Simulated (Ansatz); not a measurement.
BeO:
```xyz
4
Lattice="2.7118 0.0000 0.0000 -1.3559 2.3484 0.0000 0.0000 0.0000 4.4044" Properties=species:S:1:pos:R:3 pbc="T T T"
Be     1.3559     0.7828     0.0005
Be     0.0000     1.5656     2.2027
O      1.3559     0.7828     1.6644
O      0.0000     1.5656     3.8666
```

Relaxed with PBE.

Decompose the optical modes at the zone centre into irreducible representations, and say which are infrared and Raman allowed.

Point group 6mm: Γ_opt = A1 + 2B1 + E1 + 2E2. Infrared: A1, E1. Raman: A1, E1, E2.

Assign frequencies (DFPT, DFT-PBE in the program Ansatz with PAW potentials; without the LO–TO term).

E2 327, A1 663, E2 665, B1 695, E1 705, B1 859 cm⁻¹.

Subscripts of B labels follow the axes of the standard setting.

Space group P6_3mc (wurtzite). The cell was relaxed with PBE under the symmetry of its start; phonons on a q-mesh show no instability.

Potentials: the later of the program's two PAW sets.
